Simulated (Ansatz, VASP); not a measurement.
# TaN (TaN strained to the junction's net) in two plane-wave programs

One calculation is typed for both programs; each brings its own data sets. How far apart do they land? The cell is generated by rule, not measured, and may not be a known phase. The structure shown is the end of the Ansatz relaxation below.

Main program and level: Ansatz 0.2.0; plane waves, with VASP 6.6.1 beside it; single point at PBE.

The structure was built from a prototype and need not be the compound's stable phase.

**1. The structure**

The structure is trigonal, space group R-3m (No. 166). Conventional cell: a = 3.005 Å, b = 3.005 Å, c = 8.107 Å, α = 90.00°, β = 90.00°, γ = 120.00°. Nearest to Ta lie 6 N at 2.20 Å. Nearest to N lie 6 Ta at 2.20 Å. Farther neighbours and most contacts between anions are not listed.

Structure file:

```cif
data_structure
_symmetry_space_group_name_H-M 'R-3m:H'
_symmetry_Int_Tables_number 166
_cell_length_a 3.0050
_cell_length_b 3.0050
_cell_length_c 8.1071
_cell_angle_alpha 90.000
_cell_angle_beta 90.000
_cell_angle_gamma 120.000
_cell_volume 63.40
loop_
_atom_site_label
_atom_site_type_symbol
_atom_site_symmetry_multiplicity
_atom_site_Wyckoff_symbol
_atom_site_fract_x
_atom_site_fract_y
_atom_site_fract_z
_atom_site_occupancy
Ta1 Ta 3 a 0.00000 0.00000 0.00000 1
N1 N 3 b 0.33333 0.66667 0.16667 1
```

**2. Ansatz: relaxation, PBE**

Ansatz runs on its default PAW (the set named soft_2) files.

This run makes the geometry at which the two programs are then compared.

File input.yaml:

```yaml
crystal:
  lattice:
    - [3.005, 0.0, 0.0]
    - [-1.5025, 2.6024063384, 0.0]
    - [0.0, 0.0, 7.8621280941]
  atoms:
    - { symbol: Ta, position: [0.0, 0.0, 0.0] }
    - { symbol: "N", position: [0.3333333333, 0.6666666667, 0.1666666667] }
    - { symbol: Ta, position: [0.6666666667, 0.3333333333, 0.3333333333] }
    - { symbol: "N", position: [0.0, 0.0, 0.5] }
    - { symbol: Ta, position: [0.3333333333, 0.6666666667, 0.6666666667] }
    - { symbol: "N", position: [0.6666666667, 0.3333333333, 0.8333333333] }
kpoints:
  mp_grid: { grid: [18, 18, 4] }
scf:
  occupations: { method: fermi_dirac, width: 0.1 }
  max_iter: 150
hamiltonian:
  xc: pbe
relax:
  f_tol: 0.01
  max_steps: 40
  cell: { fix: [a, b, angles] }
```

The run is started by

```
$ ansatz run input.yaml --threads 4 --pin off --max-ram 12288MiB --backend cpu --events-out ev --progress --plain --runs-dir out
```

Numbers of over 12 decimals in the logs are rounded to 6 here.

Output:

```text
Engine: ansatz 0.2.0, aarch64-unknown-linux-gnu
Pseudopotentials: kind: paw
Pseudopotential: Ta, paw, valence charge 13, recommended cutoff 420 eV (normal), Ta.paw.azcp
Pseudopotential: N, paw, valence charge 5, recommended cutoff 420 eV (normal), N.paw.azcp
Functional definition: PBE
  parameter kappa = 0.804
  parameter beta = 0.066725
  exchange = pbe_x(kappa = kappa, mu = beta*pi^2/3)
  correlation = pbe_c(beta = beta)
Crystal: 6 atoms, lattice volume = 61.484 Å³
Basis set: ecut = 420 eV, 1167 PW (Γ), exchange–correlation on 48×48×108 points (8 copies of the dense FFT grid, shifted against one another)
Bands: 33, of which v1, the nominal top of the filled ones, is band 27 counted from 1 (26 counted from 0)
Symmetry: 36 space group operations
Space group: R-3m (ITA 166), of the structure as read, at distance tolerance 3.9e-5 Å
k-points: 138 of 1296
Non-local potential: Ta, projectors of the file, l = 0: 3, l = 1: 2, l = 2: 2, l = 3: 1
Non-local potential: N, projectors of the file, l = 0: 2, l = 1: 2, l = 2: 1
PAW form: soft (Blöchl's): semilocal exchange-correlation on the pseudo side does not see the compensation charge
PAW one-centre angular grid: Ta, 590 points (default); XC on 64 Gauss nodes
PAW one-centre angular grid: N, 110 points (default); XC on 64 Gauss nodes
Initial density: superposition of atomic densities (neutral atoms: chi_scale 0, normalization atom), corrected by the library's trained network
Initial wavefunctions: pseudopotential atomic-orbital guess
Functional: x = pbe(κ = 0.804, μ = 0.219515), c = pbe(β = 0.066725)
SCF iter   1: F=—  HF=-30953.554553 eV  |F-HF|=—  |Δ(HF+E_count)|=         —  Δρ=2.39e-3  dr2=1.46e-3  ethr=1.77e-3  ⟨swp⟩=5.4  Hψ=40410  notcnv=0  defer=36
automatic band count: the SCF goes on with 39 bands, as 33 were too few: the levels above may hold too much charge
preconditioner: auto → Kerker (q_TF=auto, 2.670 Å⁻¹)  [metal: Δε(μ)=0.011 eV  Ē_g=11.359 eV  σ=0.100 eV  W_gap=0.03  n_scr=24 (ndim 8)  ℏωp=25.9 eV  f_vac=0.000  D(μ)=2.21/eV (n_scr^D=24)]
SCF iter   2: F=—  HF=-30953.554221 eV  |F-HF|=—  |Δ(HF+E_count)|=   3.32e-4  Δρ=1.34e-3  dr2=4.08e-4  ethr=2.71e-6  ⟨swp⟩=2.1  Hψ=10098  notcnv=0  defer=48
SCF iter   3: F=—  HF=-30953.554559 eV  |F-HF|=—  |Δ(HF+E_count)|=   3.38e-4  Δρ=2.00e-4  dr2=1.59e-5  ethr=7.55e-7  ⟨swp⟩=2.1  Hψ=7135  notcnv=0  defer=48
SCF iter   4: F=—  HF=-30953.554564 eV  |F-HF|=—  |Δ(HF+E_count)|=   5.79e-6  Δρ=7.72e-5  dr2=1.88e-6  ethr=2.95e-8  ⟨swp⟩=2.4  Hψ=7044  notcnv=0  defer=48
iter 5 did not close the SCF: its close was put off for the readings that it lacked (scf_convergence_deferred on its scf_iter line)
SCF iter   5: F=-30953.554564 eV  HF=-30953.554564 eV  |F-HF|=1.36e-9  |Δ(HF+E_count)|=   5.71e-8  Δρ=7.11e-6  dr2=2.09e-8  ethr=3.48e-9  ⟨swp⟩=2.4  Hψ=7843  notcnv=0  defer=48
SCF iter   6: F=-30953.554564 eV  HF=-30953.554564 eV  |F-HF|=6.18e-11  |Δ(HF+E_count)|=   2.91e-9  Δρ=1.65e-6  dr2=7.40e-10  ethr=3.87e-11  ⟨swp⟩=2.0  Hψ=16651  notcnv=0
SCF 1 converged in 6 iterations: F = -30953.554564 eV  dr2 = 7.40e-10
  greatest PAW one-centre occupation: 0.999 electrons in one spin orbital (limit 2), on the Ta atom at site 4 (counted from 0), in its partial waves of l = 0
relax step   1: F+E_penalty+E_count = -30953.55456437 eV  Δ(F+E_penalty+E_count) = +0.000e0 eV  max|allowed force component| = 5.774e-27 eV/Å  Δτ_max = 0.0000 Å  P = +18.721 GPa  Ω = 61.484 Å³  fix = [a, b, alpha, beta, gamma]  reactions: a +21.482, b +21.482 GPa  (6 SCF iters, dr2 threshold 1.00e-7 eV, accepted)
[...]
relax step   5: F+E_penalty+E_count = -30953.63057492 eV  Δ(F+E_penalty+E_count) = -7.905e-3 eV  max|allowed force component| = 6.626e-28 eV/Å  Δτ_max = 0.0000 Å  P = +7.574 GPa  Ω = 63.346 Å³  fix = [a, b, alpha, beta, gamma]  reactions: a +11.192, b +11.192 GPa  stress off target by 3.39e-1 GPa on what of the cell is left free  SCF on the basis re-selected at this cell (its energy is not comparable with the rows above)  (6 SCF iters)
[...]
relax step   6: F+E_penalty+E_count = -30953.63046378 eV  Δ(F+E_penalty+E_count) = +1.111e-4 eV  max|allowed force component| = 2.601e-27 eV/Å  Δτ_max = 0.0000 Å  P = +7.283 GPa  Ω = 63.399 Å³  energy of the carried Pulay correction = -1.681e-4 eV  fix = [a, b, alpha, beta, gamma]  reactions: a +10.921, b +10.921 GPa  (6 SCF iters, dr2 threshold 2.87e-7 eV, accepted)
[...]
relax step   7: F+E_penalty+E_count = -30953.63061476 eV  Δ(F+E_penalty+E_count) = -1.510e-4 eV  max|allowed force component| = 2.308e-28 eV/Å  Δτ_max = 0.0000 Å  P = +7.285 GPa  Ω = 63.399 Å³  fix = [a, b, alpha, beta, gamma]  reactions: a +10.921, b +10.921 GPa  stress off target by 1.16e-2 GPa on what of the cell is left free  SCF on the basis re-selected at this cell (its energy is not comparable with the rows above)  (7 SCF iters)
basis re-selected at this cell: Δ(F+E_penalty+E_count) = -1.510e-4 eV, ΔP = +0.002 GPa vs the last step (what re-selecting the basis moved, of the pressure what is left beyond the Pulay correction that the steps carried, after the strain that the cell walked since its last selection, with what the two solves' SCF thresholds leave and, on support functions, any second-order correction that the steps lacked; it is no m [...]
SCF converged after 7 iterations
Free energy (F): -30953.630615 eV
Harris-Foulkes:  -30953.630615 eV  (|F-HF|=7.28e-12)
Internal energy: -30953.548353 eV  (E = F + TS)
E sigma→0 (E₀):  -30953.589484 eV
Entropy (-TS):   -0.082261 eV (-13.710 meV/atom)
Fermi energy:    21.723015 eV
--- Per-component energies (eV) ---
  E_band       = -125.211342
  E_kinetic    = 1505.471334
  E_local      = -1735.871730  (includes V_loc(G=0)·N_el)
  E_nonlocal   = 180.506566
  E_hartree    = 586.093421
  E_xc         = -841.158753
  E_vxc        = -848.978132  (∫ρ·V_xc dr)
  E_paw        = -25573.327572  (= ΣΔE_a)
  E_vpaw       = -398.526919  (= ΣTr[D̂ρ^β])
  E_aug_tail   = 0.000697  (compensation charges beyond the density's cutoff)
  E_ewald      = -5075.262316
  E_smearing   = -0.082261  (= −TS)
  E_closure    = 0.000000  (closes the sum)
  Σ components = -30953.630615   (vs F -30953.630615, Δ=0.00e0)
--- Forces (eV/Å), atoms counted from 1 ---
  atom   1  Ta     0.00000000     0.00000000     0.00000000
  atom   2  N      0.00000000     0.00000000     0.00000000
  atom   3  Ta     0.00000000    -0.00000000     0.00000000
  atom   4  N      0.00000000     0.00000000     0.00000000
  atom   5  Ta     0.00000000     0.00000000     0.00000000
  atom   6  N      0.00000000    -0.00000000    -0.00000000
  max |Σ_I F_I| component: 5.93e-28 eV/Å
--- Stress (GPa, compression-positive) ---
       10.921187       0.000000       0.000000
        0.000000      10.921187      -0.000000
        0.000000      -0.000000       0.011626
  P = ⅓ Tr σ = 7.2847 GPa (72.847 kbar)
--- Relaxed structure (5 steps of the walk, 5 accepted, 2 SCFs on fresh bases) ---
  F+E_penalty+E_count = -30953.63061476 eV   max|allowed force component| = 2.308e-28 eV/Å   (the final SCF, on the basis selected at the relaxed cell)
  cell:  # Å, volume = 63.3991 Å³
    - [3.005000, 0, 0]
    - [-1.502500, 2.602406, 0]
    - [0, 0, 8.107061]
  atoms:
    - { symbol: Ta, position: [0, 0, 0] }
    - { symbol: N, position: [0.333333, 0.666667, 0.166667] }
    - { symbol: Ta, position: [0.666667, 0.333333, 0.333333] }
    - { symbol: N, position: [0, 0, 0.500000] }
    - { symbol: Ta, position: [0.333333, 0.666667, 0.666667] }
    - { symbol: N, position: [0.666667, 0.333333, 0.833333] }
```

In the SCF lines HF is the Harris–Foulkes energy and dr2 the Hartree energy of the density residual, in eV; the loop may stop once dr2 is under the threshold and the program's other checks hold. Hψ counts applications of the Hamiltonian.

**3. VASP: single point, PBE**

The same cell, functional, mesh and smearing now go to VASP, with its own data sets.

Lines of VASP's logs that name or quote its potential files are left out, and so is its time.

File INCAR:

```
SYSTEM = TaN
PREC = Accurate
ENCUT = 600
EDIFF = 1E-06
NELM = 120
ISMEAR = -1
SIGMA = 0.1
LREAL = .FALSE.
ALGO = Normal
GGA = PE
NBANDS = 30
LASPH = .TRUE.
LORBIT = 11
LWAVE = .FALSE.
LCHARG = .FALSE.
ISIF = 2
GGA_COMPAT = .FALSE.
KPAR = 2
```

File POSCAR:

```
TaN
1.0
    3.0050000000      0.0000000000      0.0000000000
   -1.5025000000      2.6024063384      0.0000000000
    0.0000000000      0.0000000000      8.1070605213
Ta N
3 3
Direct
    0.0000000000      1.0000000000      1.0000000000
    0.6666666667      0.3333333333      0.3333333333
    0.3333333333      0.6666666667      0.6666666667
    0.3333333333      0.6666666667      0.1666666667
    0.0000000000      1.0000000000      0.5000000000
    0.6666666667      0.3333333333      0.8333333333
```

File KPOINTS:

```
Automatic mesh
0
Gamma
18 18 4
0 0 0
```

PAW data sets: Ta_pv and N (PBE family, release 64).

The run is started by

```
$ mpirun -np 2 vasp_std
```

Output:

```text
[banner, memory and clock lines left out]
running    2 mpi-ranks, on    1 nodes
 distrk:  each k-point on    1 cores,    2 groups
 distr:  one band on    1 cores,    1 groups

 POSCAR found type information on POSCAR TaN
 POSCAR found :  2 types and       6 ions
 LDA part: xc-table for (Slater+PW92), standard interpolation
 POSCAR, INCAR and KPOINTS ok, starting setup
 FFT: planning ... GRIDC
 FFT: planning ... GRID_SOFT
 FFT: planning ... GRID
 WAVECAR not read
 entering main loop
       N       E                     dE             d eps       ncg     rms          rms(c)
DAV:   1     0.486628084132E+03    0.48663E+03   -0.28747E+04  8280   0.189E+03
DAV:   2    -0.411466266852E+02   -0.52777E+03   -0.51027E+03  9450   0.525E+02
DAV:   3    -0.736045104061E+02   -0.32458E+02   -0.31597E+02 10360   0.122E+02
DAV:   4    -0.744229339810E+02   -0.81842E+00   -0.79458E+00 10722   0.168E+01
DAV:   5    -0.744428701614E+02   -0.19936E-01   -0.19660E-01 10442   0.190E+00    0.420E+01
DAV:   6    -0.656006810666E+02    0.88422E+01   -0.52335E+01 10442   0.408E+01    0.188E+01
DAV:   7    -0.654146705119E+02    0.18601E+00   -0.25878E+00  9942   0.902E+00    0.937E+00
DAV:   8    -0.653686948113E+02    0.45976E-01   -0.23600E-01  9974   0.333E+00    0.764E-01
DAV:   9    -0.653585116238E+02    0.10183E-01   -0.58625E-02 10526   0.116E+00    0.225E-01
DAV:  10    -0.653586591617E+02   -0.14754E-03   -0.64165E-03 10808   0.571E-01    0.127E-01
DAV:  11    -0.653582828724E+02    0.37629E-03   -0.13671E-03 10274   0.204E-01    0.270E-02
DAV:  12    -0.653582820326E+02    0.83986E-06   -0.11301E-04 10782   0.620E-02    0.631E-03
DAV:  13    -0.653582812152E+02    0.81732E-06   -0.21005E-06  7978   0.826E-03
   1 F= -.65358281E+02 E0= -.65317162E+02  d E =-.822375E-01
```

Parts of OUTCAR (step 3):

```text
ion  position               nearest neighbor table
   1  0.000  0.000  0.000-   4 2.20   6 2.20   6 2.20   4 2.20   6 2.20   4 2.20   2 3.21   3 3.21
                             3 3.21   2 3.21   2 3.21   3 3.21
   2  0.667  0.333  0.333-   4 2.20   4 2.20   4 2.20   5 2.20   5 2.20   5 2.20   1 3.21   1 3.21
                             1 3.21   3 3.21   3 3.21   3 3.21
   3  0.333  0.667  0.667-   6 2.20   6 2.20   6 2.20   5 2.20   5 2.20   5 2.20   1 3.21   1 3.21
                             1 3.21   2 3.21   2 3.21   2 3.21
   4  0.333  0.667  0.167-   2 2.20   2 2.20   2 2.20   1 2.20   1 2.20   1 2.20
   5  0.000  0.000  0.500-   2 2.20   3 2.20   2 2.20   3 2.20   2 2.20   3 2.20
   6  0.667  0.333  0.833-   3 2.20   3 2.20   3 2.20   1 2.20   1 2.20   1 2.20

  LATTYP: Found a hexagonal cell.
 ALAT       =     3.0050000000
 C/A-ratio  =     2.6978570786

 Subroutine GETGRP returns: Found 12 space group operations
 (whereof 12 operations were pure point group operations)

The static configuration has the point symmetry D_3d.

 Found    138 irreducible k-points:

   k-points           NKPTS =    138   k-points in BZ     NKDIM =    138   number of bands    NBANDS=     30

   dimension x,y,z NGX =    24 NGY =   24 NGZ =   70
   dimension x,y,z NGXF=    48 NGYF=   48 NGZF=  140

   ENCUT  =  600.0 eV  44.10 Ry    6.64 a.u.   6.00  6.00 16.19*2*pi/ulx,y,z

   NELECT =      48.0000    total number of electrons

 k-points in reciprocal lattice and weights: Automatic mesh
   0.00000000  0.00000000  0.00000000       0.001
   0.05555556  0.00000000  0.00000000       0.005
   0.11111111  0.00000000  0.00000000       0.005
   0.16666667  0.00000000  0.00000000       0.005
   0.22222222 -0.00000000  0.00000000       0.005
   0.27777778  0.00000000  0.00000000       0.005
   0.33333333  0.00000000  0.00000000       0.005
   0.38888889  0.00000000  0.00000000       0.005
   0.44444444 -0.00000000  0.00000000       0.005
[...]
0.33333333  0.27777778  0.50000000       0.009
   0.33333333  0.33333333  0.50000000       0.002

 average (electrostatic) potential at core
       1 -34.7626       2 -34.7626       3 -34.7626       4 -61.1453       5 -61.1453
       6 -61.1453

 E-fermi :   9.4867

 k-point     1 :       0.0000    0.0000    0.0000
  band No.  band energies     occupation
    ...
     20       6.0408      2.00000
     21       6.0408      2.00000
     22       6.3870      2.00000
     23       7.8928      2.00000
     24       7.8928      2.00000
     25       9.6191      0.42023
     26       9.6191      0.42023
     27       9.8436      0.05479
     28       9.8437      0.05475
     29      10.1603      0.00237
    ...

 k-point     2 :       0.0556    0.0000    0.0000
  band No.  band energies     occupation
    ...
     22       6.5118      2.00000
     23       7.9406      2.00000
     24       8.0402      2.00000
     25       9.2255      1.86325
     26       9.5443      0.71959
     27       9.8910      0.03448
     28      10.0337      0.00838
     29      10.2189      0.00132
     30      10.2447      0.00102

 k-point     3 :       0.1111    0.0000    0.0000
  band No.  band energies     occupation
    ...
     21       5.4298      2.00000
     22       6.7400      2.00000
     23       8.0512      2.00000
     24       8.4128      1.99996
     25       8.5012      1.99989
     26       9.6466      0.33600
     27       9.7683      0.11286
     28      10.5382      0.00005
     29      10.6720      0.00001
     30      10.8520      0.00000

  Total        4.6125178      4.6125178      0.3216430     -0.0000000      0.0000000     -0.0000000
  in kB      116.5643206    116.5643206      8.1283370     -0.0000000      0.0000000     -0.0000000
  external PRESSURE =      80.4189927 kB  Pullay stress =       0.0000000 kB

  energy-cutoff  :      600.00
  volume of cell :       63.40
      direct lattice vectors                 reciprocal lattice vectors
     3.005000000  0.000000000  0.000000000     0.332778702  0.192129873  0.000000000
    -1.502500000  2.602406338  0.000000000     0.000000000  0.384259747  0.000000000
     0.000000000  0.000000000  8.107060521     0.000000000  0.000000000  0.123349270

 POSITION                                       TOTAL-FORCE (eV/Angst)
 -----------------------------------------------------------------------------------
      0.00000      0.00000      0.00000         0.000000     -0.000000     -0.000000
      1.50250      0.86747      2.70235         0.000000     -0.000000     -0.000000
     -0.00000      1.73494      5.40471         0.000000      0.000000     -0.000000
     -0.00000      1.73494      1.35118        -0.000000      0.000000      0.000000
      0.00000      0.00000      4.05353        -0.000000     -0.000000     -0.000000
      1.50250      0.86747      6.75588        -0.000000     -0.000000     -0.000000
 -----------------------------------------------------------------------------------
    total drift:                                0.000000      0.000000     -0.000000

  FREE ENERGIE OF THE ION-ELECTRON SYSTEM (eV)
  ---------------------------------------------------
  free  energy   TOTEN  =       -65.3582812152 eV

  energy  without entropy=      -65.2760437193  energy(sigma->0) =      -65.31716247

 total charge
# of ion       s       p       d       tot
------------------------------------------
    1        0.280   6.224   2.457   8.962
    2        0.280   6.224   2.457   8.962
    3        0.280   6.224   2.457   8.962
    4        1.228   2.536   0.000   3.763
    5        1.228   2.536   0.000   3.763
    6        1.228   2.536   0.000   3.763
--------------------------------------------------
tot          4.525  26.279   7.371  38.175

[... 3 further parts left out ...]
```

The run ends at a pressure of 8.04 GPa.

**4. Comparison**

Known differences besides the potentials themselves: the data sets hold 54 valence electrons in Ansatz (on its default PAW (the set named soft_2) files) and 48 in VASP; the cutoff is 420 eV in Ansatz and 600 eV in VASP; Ansatz's pressure holds a Pulay correction, VASP's none. Total energies have different zeros and are not compared.

Both answers:

```tsv
quantity	Ansatz	VASP	difference
pressure (GPa)	7.28	8.04	-0.76
```

**5. What came out**

| Item | Value |
| --- | --- |
| difference in pressure (single point, PBE) | -0.76 GPa |

**Reading.** The difference in pressure is -0.76 GPa (single point, PBE), within the 1 GPa picked in this series as the mark of a large difference. The data sets hold unlike numbers of valence electrons (54 in Ansatz and 48 in VASP), so part of the differences comes from the potentials. How closely two codes agree says nothing of how well the functional describes the real material.

[Lines on the potential files, build, host, timing and source positions are cut from VASP's logs without a mark.]

[Logs are printed without paths, hosts, clocks, repeated set-up lines and the standing remarks that a program may print on its own settings, such as how far it seeks lower states.]

[Hosts, paths, dates, database ids (printed as entryN), source tags and the programs' standing remarks are cut or masked in the printed files.]
